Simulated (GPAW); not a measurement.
Runs of GPAW 26.7.0 on LiF. Symmetry: Pm-3m, No. 221, cubic system. Conventional cell: a = 2.560 Å, b = 2.560 Å, c = 2.560 Å, α = 90.00°, β = 90.00°, γ = 90.00°. F (site symmetry m-3m) is surrounded by 8 Li at 2.22 Å. Around Li (site symmetry m-3m) lie 8 F at 2.22 Å. Measurements of this composition are mostly on another form, of space group No. 225.

| task | level | cell | smearing | optimizer | fmax | max steps | convergence | band path | gap on the mesh (eV) | pressure (GPa) |
| --- | --- | --- | --- | --- | --- | --- | --- | --- | --- | --- |
| single point | LDA | as given | gaussian 0.05 eV | - | - | - | - | - | 7.27 | -8.2 |
| relaxation of cell and atoms | LDA | relaxed | gaussian 0.1 eV | FIRE | 0.02 eV/Å | 60 | density=1e-05 forces=0.0001 | - | 8.26 | 0.1 |
| single point | RPBE | as given | gaussian 0.1 eV | - | - | - | - | - | 7.69 | (b) |
| band structure | RPBE+D3(BJ) | as given | gaussian 0.1 eV | - | - | - | - | GXMGRX,MR | 7.69 | (a) |

Alike in all rows: potentials or basis the program's PAW data sets (release 1.2.1) made for this functional, pw; no spin polarisation; k mesh 10 × 10 × 10; cutoff (eV) 800.

Q: Fill in the values left out.

A: (a) -12.2; (b) 2.3.

Caveats: later steps reuse the first step's grids (some runs).

A k mesh can miss the band edges.

Runs at the PBE level aren't shown here.
